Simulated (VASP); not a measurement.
**A VASP 6.6.1 single-point calculation on BeTe**

INCAR

```
LASPH = .TRUE.
PREC = Accurate
ENCUT = 520
GGA = PE
ISIF = 2
NBANDS = 11
SIGMA = 0.2
NSW = 0
EDIFF = 0.0001
LWAVE = .FALSE.
NELM = 98
IBRION = -1
ALGO = Normal
LCHARG = .FALSE.
ISMEAR = 2
LREAL = .FALSE.
```

KPOINTS

```
KPOINTS created by Atomic Simulation Environment
0
Gamma
8 8 8
0 0 0
```

POSCAR

```
Be Te
 1.0000000000000000
    -0.0000000000000000    2.8286236223570662    2.8286236223570662
     2.8286236223570662    0.0000000000000000    2.8286236223570662
     2.8286236223570662    2.8286236223570662    0.0000000000000000
 Be  Te
   1   1
Cartesian
  0.0000000000000000  0.0000000000000000  0.0000000000000000
  1.4143118111785331  1.4143118111785331  1.4143118111785331
```

The recommended PBE PAW datasets give the neutral cell 8 valence electrons.

Command

```
mpirun -np 1 vasp_std
```

Q: Predict the outcome of this run.

A: It converged. Results: gap between bands v and c on the k mesh 2.00 eV; least direct gap on the k mesh 3.62 eV; pressure 0.3 GPa. Band v is the last that the valence electrons fill when counted band by band, and c is the next.

OSZICAR

```
N       E                     dE             d eps       ncg     rms          rms(c)
DAV:   1     0.197519783668E+02    0.19752E+02   -0.31938E+03   638   0.577E+02
DAV:   2    -0.650932153081E+01   -0.26261E+02   -0.24465E+02   847   0.912E+01
DAV:   3    -0.773316678610E+01   -0.12238E+01   -0.12201E+01   818   0.207E+01
DAV:   4    -0.774707770981E+01   -0.13911E-01   -0.13909E-01   764   0.251E+00
DAV:   5    -0.774736776240E+01   -0.29005E-03   -0.29005E-03   818   0.363E-01    0.405E+00
DAV:   6    -0.765202972391E+01    0.95338E-01   -0.11134E-01   731   0.134E+00    0.243E+00
DAV:   7    -0.762321129583E+01    0.28818E-01   -0.96517E-02   746   0.136E+00    0.458E-01
DAV:   8    -0.762390763179E+01   -0.69634E-03   -0.59896E-03   725   0.443E-01    0.751E-02
DAV:   9    -0.762415344960E+01   -0.24582E-03   -0.31594E-04   766   0.105E-01    0.299E-02
DAV:  10    -0.762421818406E+01   -0.64734E-04   -0.80052E-05   718   0.462E-02
   1 F= -.76242182E+01 E0= -.76241880E+01  d E =-.120624E-03
```

For comparison, a separate r²SCAN run of the intended cell, on usual settings and not on those above, gives a gap of 2.37 eV on its mesh and a pressure of 0.2 GPa.
